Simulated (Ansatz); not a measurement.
BeTe under changes of volume

One of the cells (21.254 Å³/atom); the others are scaled copies at fixed shape and fractional positions:

```xyz
2
Lattice="0.0000 2.7700 2.7700 2.7700 0.0000 2.7700 2.7700 2.7700 0.0000" Properties=species:S:1:pos:R:3 pbc="T T T"
Te    4.1550    4.1550    4.1550
Be    0.0000    0.0000    0.0000
```

```yaml
Program: Ansatz 0.2.0
Functional: r2SCAN
Potentials_or_basis: Ansatz PAW
Cutoff: "500 eV (not typed: the program's choice for these potentials)"
k_mesh: 8 × 8 × 8
Occupations: fermi-dirac, width 0.05 eV
Spin: no spin polarisation
```

```tsv
volume (Å³/atom)	energy over the lowest point (meV/atom)	pressure (GPa)	gap on the mesh (eV)
19.979	70.49	9.4	2.04
20.404	48.01	7.5	2.10
20.829	30.37	5.8	2.16
21.254	?	?	?
21.679	7.88	2.8	2.27
22.104	2.28	1.5	2.32
22.529	0.00	0.3	2.36
```

Q: What does the run at 21.254 Å³/atom give?

A: Energy over the lowest point 17.12 meV/atom; pressure 4.2 GPa; gap on the mesh 2.22 eV.

Worked out: A Birch-Murnaghan fit of order 3 (a polynomial in V^(-2/3)) to the other rows has its minimum at 22.63 Å³/atom, just outside them, with B0 = V·E''(V) = 59 GPa and B' = 3.9. It gives 17.12 meV/atom at 21.254 Å³/atom, against the run's 17.12, and -dE/dV = 4.2 GPa, against 4.2. A straight line through the other rows of the gap, of slope 2.7 eV per unit of ln V, gives 2.21 eV, against the run's 2.22.

Energies are extrapolated to zero smearing.

Caveats: spin-orbit coupling is left out, which moves the levels of the heavy elements; the PAW data sets come from PBE, with cores solved anew for the run's functional, which leaves a small shift of forces and pressure.

A mesh can miss the band edges.
